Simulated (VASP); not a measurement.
## HgTe (Coloradoite) under changes of volume

One of the cells (33.880 Å³/atom); the others are scaled copies at fixed shape and fractional positions:

```xyz
2
Lattice="0.0000 3.2358 3.2358 3.2358 0.0000 3.2358 3.2358 3.2358 0.0000" Properties=species:S:1:pos:R:3 pbc="T T T"
Hg    0.0000    0.0000    0.0000
Te    4.8537    4.8537    4.8537
```

```yaml
Program: VASP 6.6.1
Functional: PBEsol
Potentials_or_basis: VASP PAW PBE potentials, release 64 (Hg, Te)
Cutoff: 520 eV
k_mesh: 7 × 7 × 7
Occupations: fermi-dirac, width 0.05 eV
Spin: no spin polarisation
```

```tsv
volume (Å³/atom)	energy over the lowest point (meV/atom)	pressure (GPa)
31.223	?	?
31.887	33.42	4.2
32.551	18.34	3.0
33.880	2.13	0.9
34.544	0.00	0.1
35.208	1.24	-0.7
```

What does the run at 31.223 Å³/atom give?

Energy over the lowest point 53.95 meV/atom; pressure 5.6 GPa.

Worked out: A Birch-Murnaghan fit of order 3 (a polynomial in V^(-2/3)) to the other rows has its minimum at 34.62 Å³/atom with B0 = V·E''(V) = 42 GPa and B' = 5.2. It gives 53.95 meV/atom at 31.223 Å³/atom, against the run's 53.95, and -dE/dV = 5.7 GPa, against 5.6.

Energies are extrapolated to zero smearing.

Caveats: the PAW data sets were made with another functional, which shifts forces and pressure a little.
